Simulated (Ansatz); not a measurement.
# Cu2ZnSnS4: the band gap up the ladder of functionals

The task here is to estimate one member of a computed series from the others.

Code: Ansatz 0.2.0. PAW datasets, plane waves. No spin polarisation and no zero-point or thermal motion; the cell was built from a prototype and may be hypothetical.

### The cell

The cell was relaxed beforehand with r2SCAN.

It is tetragonal, I-4 (No. 82); a = 5.414 Å, c = 10.823 Å in the conventional setting, 19.83 Å³ an atom. Around Cu lie 4 S at 2.30 Å; around Zn lie 4 S at 2.34 Å; around Sn lie 4 S at 2.44 Å; around S lie 2 Cu at 2.30 Å and 1 Zn at 2.34 Å and 1 Sn at 2.44 Å.

Coordinates:

```xyz
8
Lattice="-2.7070 2.7070 5.4113 2.7070 -2.7070 5.4113 2.7070 2.7070 -5.4113" Properties=species:S:1:pos:R:3 pbc="T T T"
Cu    0.0000    0.0000    0.0000
Cu    0.0000    2.7070    2.7056
Zn    2.7070    0.0000    2.7056
Sn    0.0000    0.0000    5.4113
S     4.1029    1.2761   -1.3975
S     1.2761    1.3111    1.3975
S    -1.3959    1.4309    4.0138
S     1.4309    1.3959    6.8088
```

The first run:

File input.yaml:

```yaml
crystal:
  lattice:
    - [-2.7069829081, 2.7069829081, 5.4112901325]
    - [2.7069829081, -2.7069829081, 5.4112901325]
    - [2.7069829081, 2.7069829081, -5.4112901325]
  atoms:
    - { symbol: Cu, position: [0.0, 0.0, 0.0] }
    - { symbol: Cu, position: [0.75, 0.25, 0.5] }
    - { symbol: Zn, position: [0.25, 0.75, 0.5] }
    - { symbol: Sn, position: [0.5, 0.5, 0.0] }
    - { symbol: S, position: [0.1065752469, 0.6286969809, 0.9935355603] }
    - { symbol: S, position: [0.3713030191, 0.3648385794, 0.4778782659] }
    - { symbol: S, position: [0.6351614206, 0.1130396866, 0.0064644397] }
    - { symbol: S, position: [0.8869603134, 0.8934247531, 0.5221217341] }
kpoints:
  mp_grid: { grid: [6, 6, 6] }
  band_path:
    path:
      - [[0.0, 0.0, 0.0], [8.307403352949e-18, -8.307403352949e-18, 0.5], [0.25, 0.25, 0.25], [2.39697942371e-17, 0.5, -2.39697942371e-17], [0.0, 0.0, 0.0], [0.5, 0.5, -0.5], [0.3125618231797, 0.6874381768203, -0.3125618231797]]
      - [[-0.3125618231797, 0.3125618231797, 0.3125618231797], [0.0, 0.0, 0.0]]
      - [[8.307403352949e-18, -8.307403352949e-18, 0.5], [-0.1251236463594, 0.1251236463594, 0.5]]
      - [[0.5, 0.5, -0.1251236463594], [0.5, 0.5, -0.5]]
    npoints: 10
hamiltonian:
  xc: pbe
scf:
  occupations: { method: fermi_dirac, width: 0.02 }
  n_extra_bands: 6
output:
  forces: true
  stress: true
  eigenvalues: true
```

On the command line:

```
$ ansatz run input.yaml --threads 2 --pin off --max-ram 29491MiB --backend cpu --events-out ev --progress --plain --runs-dir out
```

Among the steps run: Band structure with PBE; r2SCAN at the same geometry; Single point with HSE06; PBE+SOC; PBE0 at the same geometry.

One table of the session follows, with a row left open; its other results are not shown here.

```
  level  gap (eV)
    PBE      0.18
 r2SCAN         ?
  HSE06      1.31
PBE+SOC      0.18
   PBE0      1.97
```

Estimate the missing values for r2SCAN.

As computed: gap (eV): 0.47. In the column «gap (eV)» it lies between PBE+SOC (0.18) and HSE06 (1.31).

Meshes: PBE 6×6×6, r2SCAN 6×6×6, HSE06 4×4×4, PBE+SOC 6×6×6, PBE0 4×4×4

In words: PBE+SOC gives the least gap, 0.18 eV, and PBE0 the largest, 1.97 eV. Against HSE06, PBE is short by 1.13 eV, at 14 % of it, and r2SCAN 36 %. PBE0 lies 0.65 eV above HSE06, which differs from it by screening the long-range exchange.

To keep in mind: Warnings in the runs' records: stress exchange threshold loose, stress scf threshold loose.
